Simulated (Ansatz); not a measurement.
CuI, DFT, LDA, all-electron PAW with datasets made for the crystal, scalar-relativistic (Ansatz 0.2.0), run on 1 thread of Arm Neoverse V2 on a shared host.

The cell is the one relaxed in the Materials Project (mp-1007922), not relaxed further here; entries there can be hypothetical. The listed cell was then made from it by scaling, straining or moving an atom.

Command: `ansatz run input.yaml --threads 1 --pin off --max-ram 6144MiB --backend cpu --events-out ev --progress --plain --runs-dir out`

```yaml
crystal:
  lattice:
    - [3.73316759, -3.71108637, 0.0]
    - [3.73316759, 3.71108637, 0.0]
    - [0.0, 0.0, 4.3931376234]
  atoms:
    - { symbol: Cu, position: [0.42043883, 0.57956117, 0.75] }
    - { symbol: Cu, position: [0.57956117, 0.42043883, 0.25] }
    - { symbol: I, position: [0.77004268, 0.22995732, 0.75] }
    - { symbol: I, position: [0.22995732, 0.77004268, 0.25] }
kpoints:
  mp_grid: { grid: [5, 5, 6] }
scf:
  occupations: { method: fermi_dirac, width: 0.02 }
hamiltonian:
  xc: lda
  pseudopotentials: { kind: all_electron, datasets: crystal }
output:
  forces: true
  stress: true
  eigenvalues: true
  efg: { contact_densities: true }
```

Q: How large is the problem that the program sets up?

A: 36 irreducible k-points, 1279 plane waves at Γ, 22 bands.

Q: About how long does it take, and how much memory does it use?

A: 20 s of wall time for 12 SCF iterations, with a peak of 0.72 GiB. Times on shared machines scatter by tens of per cent.

Q: And the same cell and mesh by PAW (frozen-core files), asked for forces, stress, eigenvalues, efg, on the same hardware?

A: 13 s, peak memory 0.49 GiB.
